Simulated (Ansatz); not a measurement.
Results of PBEsol-D3(BJ) (PAW; Ansatz, a first-principles code) for cubic perovskite BaSnO3.

Run with plane-wave cutoff 520 eV, 8×8×8 k mesh, Fermi–Dirac smearing 0.01 eV, scalar-relativistic PAW data made under PBE.

Equation-of-state points:

```tsv
V (Å³/atom)	E − E_lowest (meV/atom)	P (GPa)
12.917	27.78	11.48
13.192	11.83	7.19
13.466	2.83	3.38
13.741	0.00	-0.01
14.016	2.66	-3.03
14.291	10.19	-5.71
14.566	22.06	-8.08
```

Question: Estimate the bulk modulus and its pressure derivative from these points.

Answer: V0 = 13.740 Å³/atom, B0 = 160 GPa, B′ = 4.9 (fit to the energies at full precision).

Measured, for comparison: equilibrium volume per atom 13.95 Å³/atom (temperature not stated, no zero-point or thermal correction; as tabulated in Lee et al. (2017), arXiv:1707.09778). Computed (rounded) less measured: equilibrium volume per atom -1.5 %. A static lattice is as a rule a little smaller and stiffer than an uncorrected measurement, which narrows the difference in the equilibrium volume per atom and would widen misses of the other sign.

Spin–orbit coupling is not included.

Computed values are for the static lattice.
